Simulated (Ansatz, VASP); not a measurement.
**Os: VASP beside Ansatz**

INCAR

```
ALGO = Normal ; EDIFF = 1E-7
ENCUT = 520 ; GGA = RE
ISIF = 2 ; ISMEAR = -1
LASPH = T ; LCHARG = T
LELF = T ; LREAL = F
LVHAR = T ; LWAVE = F
NBANDS = 10 ; NELM = 80
PREC = Accurate ; SIGMA = 0.1
```

File KPOINTS:

```
k-points
0
Gamma
  14 14 14
```

Contents of POSCAR:

```
Os
1.0
    2.5305365160      0.0000000000      0.0000000000
    0.0000000000      2.5305365160      0.0000000000
    0.0000000000      0.0000000000      2.5305365160
Os
1
Direct
    0.0000000000      0.0000000000      0.0000000000
```

Input for Ansatz:

```yaml
crystal:
  lattice:
    - [2.530536516, 0.0, 0.0]
    - [0.0, 2.530536516, 0.0]
    - [0.0, 0.0, 2.530536516]
  atoms:
    - { symbol: Os, position: [0.0, 0.0, 0.0] }
hamiltonian:
  xc: revpbe
  pseudopotentials:
    kind: paw
    azcp:
      Os: "pseudopotentials/Os.paw.azcp"
basis:
  ecutwfc: 420
  fft_grid_basis: typed
kpoints:
  mp_grid: { grid: [14, 14, 14], shift: [0, 0, 0] }
magnetization:
  spin_polarized: false
scf:
  occupations: { method: fermi_dirac, width: 0.1 }
  lower_state_search: "off"
output:
  stress: true
```

Alike in both runs: task single point; functional revPBE; k mesh 14 × 14 × 14; occupations fermi-dirac, width 0.1 eV; no spin polarisation.

|  | VASP | Ansatz |
| --- | --- | --- |
| version | VASP 6.6.1 | Ansatz 0.2.0 |
| potentials or method | VASP PAW PBE potentials, release 64 (Os) | plane waves (420 eV) with PAW, scalar-relativistic |
| plane-wave cutoff (eV) | 520 | 420 |
| valence electrons in the cell | 8 | 16 |

```tsv
	VASP	Ansatz	Ansatz less VASP
pressure (GPa)	11.9	12.2	+0.31
```

The two sets of potentials don't hold the same shells in valence.

Caveats: the PAW data sets were made with another functional, which shifts forces and pressure a little (VASP). The runs have no spin-orbit coupling, so splittings on Os are missing.
